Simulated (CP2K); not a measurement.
Wanted: the native input for a CP2K 2026.2 run.

| Quantity | Value |
| --- | --- |
| Task | single point |
| Functional | vdW-DF-cx |
| Potentials or basis | POTENTIAL_UZH Nb GTH-PBE-q13; TZVP-MOLOPT-PBE-GTH basis |
| Density cutoff | 9184 eV |
| k mesh | 11 × 11 × 11 |
| Occupations | fermi-dirac, width 0.05 eV |
| Spin | no spin polarisation |
| SCF solver | diagonalisation with k points |
| Quickstep method | GPW |
| EPS_DEFAULT | 1.0E-10 |
| EPS_SCF | 1.0E-6 |
| MAX_SCF | 100 |
| SCF_GUESS | ATOMIC |
| k points reduced by the point group | yes |
| Mesh centred on Gamma | yes |
| CHOLESKY | OFF |
| EPS_EIGVAL | 1.0E-7 |
| MIXING METHOD | BROYDEN_MIXING |
| MIXING ALPHA | 0.4 |
| NBUFFER | 8 |
| NGRIDS | 4 |
| Basis sets | Nb TZVP-MOLOPT-PBE-GTH-q13 |
| Potentials | Nb GTH-PBE-q13 of POTENTIAL_UZH |
| ADDED_MOS | [11] |
| REL_CUTOFF (Ry) | 60 Ry |
| MIXING BETA (1/bohr) | 1.5 1/bohr |
| CUTOFF of the grids | 675 Ry |
| Cutoff of the non-local correlation (Ry) | 300 |

The system is Nb.

```
CELL_PARAMETERS angstrom
2.99106 0.00000 0.00000
1.49553 2.59034 0.00000
1.49553 0.86345 2.44219
ATOMIC_POSITIONS crystal
Nb 0.00000 0.00000 0.00000
```

This isn't the form of Nb at room conditions, which is bcc.

These files were run (other wordings do the same):

nb_scf.inp

```
&GLOBAL
  PROJECT nb_scf
  RUN_TYPE ENERGY_FORCE
  PRINT_LEVEL LOW
&END GLOBAL
&FORCE_EVAL
  METHOD QS
  STRESS_TENSOR ANALYTICAL
  &DFT
    BASIS_SET_FILE_NAME BASIS_MOLOPT_UZH
    POTENTIAL_FILE_NAME POTENTIAL_UZH
    &MGRID
      CUTOFF 675
      REL_CUTOFF 60
      NGRIDS 4
    &END MGRID
    &QS
      METHOD GPW
      EPS_DEFAULT 1.0E-10
    &END QS
    &KPOINTS
      SCHEME MONKHORST-PACK 11 11 11
      GAMMA_CENTERED T
      SYMMETRY T
      SYMMETRY_BACKEND SPGLIB
    &END KPOINTS
    &SCF
      SCF_GUESS ATOMIC
      EPS_SCF 1.0E-6
      MAX_SCF 100
      ADDED_MOS 11
      CHOLESKY OFF
      EPS_EIGVAL 1.0E-7
      &DIAGONALIZATION ON
        ALGORITHM STANDARD
      &END DIAGONALIZATION
      &MIXING ON
        METHOD BROYDEN_MIXING
        ALPHA 0.4
        BETA 1.5
        NBUFFER 8
      &END MIXING
      &SMEAR ON
        METHOD FERMI_DIRAC
        ELECTRONIC_TEMPERATURE [K] 580.226
      &END SMEAR
    &END SCF
    &XC
      &XC_FUNCTIONAL
        &GGA_X_LV_RPW86
        &END GGA_X_LV_RPW86
        &LDA_C_PW
        &END LDA_C_PW
      &END XC_FUNCTIONAL
      &VDW_POTENTIAL
        POTENTIAL_TYPE NON_LOCAL
        &NON_LOCAL
          TYPE DRSLL
          KERNEL_FILE_NAME vdW_kernel_table.dat
          CUTOFF 300
        &END NON_LOCAL
      &END VDW_POTENTIAL
    &END XC
    &PRINT
      &KPOINTS ON
      &END KPOINTS
      &MULLIKEN ON
      &END MULLIKEN
      &MO ON
        ENERGIES T
        OCCUPATION_NUMBERS T
        &EACH
          QS_SCF 0
        &END EACH
        ADD_LAST NUMERIC
      &END MO
      &E_DENSITY_CUBE ON
        STRIDE 1
      &END E_DENSITY_CUBE
      &V_HARTREE_CUBE ON
        STRIDE 1
      &END V_HARTREE_CUBE
      &ELF_CUBE ON
        STRIDE 1
      &END ELF_CUBE
    &END PRINT
  &END DFT
  &SUBSYS
    &CELL
      ABC 2.9910616844 2.9910616844 2.9910616844
      ALPHA_BETA_GAMMA 60.0000000009 60.0000000003 60.0000000002
      PERIODIC XYZ
    &END CELL
    &COORD
      SCALED
      Nb  0.0000000000 0.0000000000 0.0000000000
    &END COORD
    &KIND Nb
      BASIS_SET TZVP-MOLOPT-PBE-GTH-q13
      POTENTIAL GTH-PBE-q13
    &END KIND
    &PRINT
      &ATOMIC_COORDINATES ON
      &END ATOMIC_COORDINATES
      &CELL ON
      &END CELL
      &SYMMETRY ON
      &END SYMMETRY
    &END PRINT
  &END SUBSYS
  &PRINT
    &FORCES ON
    &END FORCES
    &STRESS_TENSOR ON
    &END STRESS_TENSOR
  &END PRINT
&END FORCE_EVAL
```

Potentials or basis: POTENTIAL_UZH Nb GTH-PBE-q13; TZVP-MOLOPT-PBE-GTH basis.

Run with:

```console
$ OMP_NUM_THREADS=1 cp2k.psmp -i nb_scf.inp -o nb_scf.out
```

Results of the run:

```
Pressure               : -5.5 GPa
Band gap on the k mesh : none (metal or under the smearing width)
```

Caveat: the potentials were made for another functional, which shifts forces and pressure; the basis of atomic orbitals isn't converged, which shifts pressures, moduli and gaps.

Run time: 2 min on 1 thread of Intel(R) Xeon(R) Platinum 8375C CPU @ 2.90GHz (Ice Lake), on a shared host, peak memory 0.4 GiB.
